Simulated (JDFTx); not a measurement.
BaTiO3:

```
CELL_PARAMETERS angstrom
3.99980 0.00000 0.00000
0.00000 3.99980 0.00000
0.00000 0.00000 4.01800
ATOMIC_POSITIONS crystal
Ba 0.00000 0.00000 0.00000
Ti 0.50000 0.50000 0.49000
O 0.00000 0.50000 0.51700
O 0.50000 0.00000 0.51700
O 0.50000 0.50000 0.01900
```

Below is the output of JDFTx 1.7.0 (patched build) for this cell. Logs are shortened: lines on timing, memory, paths and dates and some standing lists are left out, and cuts for length are marked.

```text
*************** JDFTx 1.7.0 (patched build) ***************

Input parsed successfully to the following command list (including defaults):
[... the input with its defaults ...]

---------- Setting up symmetries ----------

Found 16 point-group symmetries of the bravais lattice
Found 8 space-group symmetries with basis
Applied RMS atom displacement 0 bohrs to make symmetries exact.

---------- Initializing the Grid ----------
R =
[      7.55853            0            0  ]
[            0      7.55853            0  ]
[            0            0      7.59292  ]
unit cell volume = 433.794
G =
[   0.831271          0          0  ]
[          0   0.831271          0  ]
[          0          0   0.827506  ]
Minimum fftbox size, Smin = [  64  64  64  ]
Chosen fftbox size, S = [  64  64  64  ]

---------- Initializing tighter grid for wavefunction operations ----------
R =
[      7.55853            0            0  ]
[            0      7.55853            0  ]
[            0            0      7.59292  ]
unit cell volume = 433.794
G =
[   0.831271          0          0  ]
[          0   0.831271          0  ]
[          0          0   0.827506  ]
Minimum fftbox size, Smin = [  48  48  48  ]
Chosen fftbox size, S = [  48  48  48  ]

---------- Exchange Correlation functional ----------
Initalized PBEsol GGA exchange.
Initalized PBEsol GGA correlation.

---------- Setting up pseudopotentials ----------
Width of ionic core gaussian charges (only for fluid interactions / plotting) set to 0

Reading pseudopotential file 'pseudo/Ba.upf':
  'Ba' pseudopotential, 'PBESOL' functional
  Generated using ONCVPSP code by D. R. Hamann
  10 valence electrons, 3 orbitals, 6 projectors, 1001 radial grid points, with lMax = 2
    5S    l: 0   occupation:  2.0   eigenvalue: -1.238581
[... 69 lines left out ...]
SCF: Cycle:  4   F: -132.311361078950739   dF: -8.402e-05   |Residual|: 1.404e-02   |deigs|: 1.730e-03
	FillingsUpdate:  mu: +0.410162685  nElectrons: 40.000000
SCF: Cycle:  5   F: -132.311625098214932   dF: -2.640e-04   |Residual|: 2.775e-03   |deigs|: 1.124e-03
	FillingsUpdate:  mu: +0.409620302  nElectrons: 40.000000
SCF: Cycle:  6   F: -132.311618715579868   dF: +6.383e-06   |Residual|: 3.866e-03   |deigs|: 5.413e-04
	FillingsUpdate:  mu: +0.409906228  nElectrons: 40.000000
SCF: Cycle:  7   F: -132.311634007571286   dF: -1.529e-05   |Residual|: 4.524e-04   |deigs|: 3.092e-04
[... 9 lines left out ...]
SCF: Cycle: 12   F: -132.311635751421079   dF: -6.101e-08   |Residual|: 1.175e-05   |deigs|: 2.003e-04
	FillingsUpdate:  mu: +0.409961023  nElectrons: 40.000000
SCF: Cycle: 13   F: -132.311635782702524   dF: -3.128e-08   |Residual|: 1.345e-05   |deigs|: 2.439e-04
	FillingsUpdate:  mu: +0.409960487  nElectrons: 40.000000
SCF: Cycle: 14   F: -132.311635798939534   dF: -1.624e-08   |Residual|: 2.127e-05   |deigs|: 2.472e-04
	FillingsUpdate:  mu: +0.409961381  nElectrons: 40.000000
SCF: Cycle: 15   F: -132.311635806953745   dF: -8.014e-09   |Residual|: 2.186e-05   |deigs|: 2.466e-04
	FillingsUpdate:  mu: +0.409961582  nElectrons: 40.000000
SCF: Cycle: 16   F: -132.311635812115753   dF: -5.162e-09   |Residual|: 1.915e-05   |deigs|: 5.959e-04
	FillingsUpdate:  mu: +0.409961734  nElectrons: 40.000000
SCF: Cycle: 17   F: -132.311635813892735   dF: -1.777e-09   |Residual|: 1.897e-05   |deigs|: 4.951e-04
	FillingsUpdate:  mu: +0.409961940  nElectrons: 40.000000
SCF: Cycle: 18   F: -132.311635814607001   dF: -7.143e-10   |Residual|: 1.798e-05   |deigs|: 4.862e-04
	FillingsUpdate:  mu: +0.409961997  nElectrons: 40.000000
SCF: Cycle: 19   F: -132.311635815003712   dF: -3.967e-10   |Residual|: 1.671e-05   |deigs|: 2.796e-04
SCF: Converged (|Delta E|<1.000000e-09 for 2 iters).

Setting wave functions to eigenvectors of Hamiltonian
Converging empty states (this may take a while): |deigs|: 1.741e-03

# Stress tensor in Cartesian coordinates [Eh/a0^3]:
[  0.000130244            0            0  ]
[            0  0.000130244            0  ]
[            0            0  9.99724e-05  ]

# Ionic positions in lattice coordinates:
ion Ba   0.000000000000000   0.000000000000000   0.000000000000000 1
ion Ti   0.500000000000000   0.500000000000000   0.490000000000000 1
ion O   0.000000000000000   0.500000000000000   0.517000000000000 1
ion O   0.500000000000000   0.000000000000000   0.517000000000000 1
ion O   0.500000000000000   0.500000000000000   0.019000000000000 1

# Forces in Cartesian coordinates:
force Ba   0.000000000000000   0.000000000000000   0.000672398339408 1
force Ti   0.000000000000000   0.000000000000000  -0.003341042850349 1
force O   0.000000000000000   0.000000000000000  -0.002224499290343 1
force O   0.000000000000000  -0.000000000000000  -0.002224499290343 1
force O   0.000000000000000   0.000000000000000   0.007114624862187 1

# Energy components:
   Eewald =     -103.4999802274701892
       EH =       29.6583777862027489
     Eloc =      -94.6568494099445701
      Enl =       -3.4407852807776340
      Exc =      -27.7213615878086976
 Exc_core =        4.8820980011867299
       KE =       62.4668649036343666
-------------------------------------
     Etot =     -132.3116358149772509
       TS =        0.0000000000264746
-------------------------------------
        F =     -132.3116358150037115

IonicMinimize: Iter:   0  F: -132.311635815003712  |grad|_K:  2.193e-03
IonicMinimize: None of the convergence criteria satisfied after 0 iterations.

#--- Lowdin population analysis ---
# oxidation-state Ba +1.774
# oxidation-state Ti +1.204
# oxidation-state O -0.881 -0.881 -0.861

Dumping 'run.eigStats' ...
	eMin: -1.691351 at state 0 ( [ +0.000000 +0.000000 +0.000000 ] spin 0 )
	HOMO: +0.373280 at state 39 ( [ +0.428571 +0.428571 +0.428571 ] spin 0 )
	mu  : +0.409966
	LUMO: +0.442305 at state 0 ( [ +0.000000 +0.000000 +0.000000 ] spin 0 )
	eMax: +0.685209 at state 32 ( [ +0.285714 +0.428571 +0.000000 ] spin 0 )
	HOMO-LUMO gap: +0.069025
	Optical gap  : +0.075802 at state 0 ( [ +0.000000 +0.000000 +0.000000 ] spin 0 )
Done!
[note: mu as printed may lie anywhere between the filled and the empty levels]
```

**Question.** Write the input and the command behind it.

**Answer.** Single point with PBEsol, no spin polarisation. The files as run (others can give the same):

BaTiO3.in
```
lattice \
    7.5585265533     0.0000000000     0.0000000000 \
    0.0000000000     7.5585265533     0.0000000000 \
    0.0000000000     0.0000000000     7.5929195687
coords-type Lattice
ion Ba     0.0000000000     0.0000000000     0.0000000000 1
ion Ti     0.5000000000     0.5000000000     0.4900000000 1
ion O      0.0000000000     0.5000000000     0.5170000000 1
ion O      0.5000000000     0.0000000000     0.5170000000 1
ion O      0.5000000000     0.5000000000     0.0190000000 1

ion-species pseudo/Ba.upf
ion-species pseudo/Ti.upf
ion-species pseudo/O.upf
elec-cutoff 42 336
elec-ex-corr gga-PBEsol
kpoint-folding 7 7 7
elec-smearing Fermi 0.0018374661
elec-n-bands 27
electronic-SCF nIterations 100 energyDiffThreshold 1e-09
electronic-minimize nIterations 30 energyDiffThreshold 1e-7
converge-empty-states yes
forces-output-coords Cartesian

dump-name run.$VAR
dump End Ecomponents EigStats BandEigs Kpoints Forces Stress
```

Potentials or basis: PseudoDojo-SR-PBEsol-0.4.1-standard with smoothed tails.
Run with:
```bash
$ jdftx -c 1 -i BaTiO3.in -o BaTiO3.out
```

Caveat: this release of the barium file is off; spin-orbit coupling is left out, which moves the levels of the heavy elements; an odd mesh through Γ misses points on the zone boundary, where band edges often lie.
